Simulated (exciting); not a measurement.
**CsI under changes of volume**

One of the cells (47.619 Å³/atom); the others are scaled copies at fixed shape and fractional positions:

```xyz
2
Lattice="4.5667 0.0000 0.0000 0.0000 4.5667 0.0000 0.0000 0.0000 4.5667" Properties=species:S:1:pos:R:3 pbc="T T T"
Cs    0.0000    0.0000    0.0000
I     2.2833    2.2833    2.2833
```

* Program: exciting (release sodium)
* Functional: PBE
* Potentials or basis: all-electron LAPW+lo, shipped species files, valence relativity iora*
* rgkmax: 9
* k mesh: 6 × 6 × 6
* Occupations: fermi-dirac, width 0.05 eV
* Spin: no spin polarisation

```csv
volume (Å³/atom),energy over the lowest point (meV/atom),gap on the mesh (eV)
44.762,24.13,4.11
45.714,15.81,4.04
46.666,9.38,3.97
47.619,5.43,3.90
48.571,2.12,3.84
49.523,?,?
50.476,0.00,3.72
```

Question: What does the run at 49.523 Å³/atom give?

Answer: Energy over the lowest point 0.56 meV/atom; gap on the mesh 3.78 eV.

Worked out: A Birch-Murnaghan fit of order 3 (a polynomial in V^(-2/3)) to the other rows has its minimum at 50.69 Å³/atom, just outside them, with B0 = V·E''(V) = 7.1 GPa (rough, since the energies scatter). It gives 0.61 meV/atom at 49.523 Å³/atom, against the run's 0.56. A straight line through the other rows of the gap, of slope -3.26 eV per unit of ln V, gives 3.78 eV, against the run's 3.78.

Energies are extrapolated to zero smearing.

Caveats: spin-orbit coupling is left out, which moves the levels of the heavy elements.

A mesh can miss the band edges.
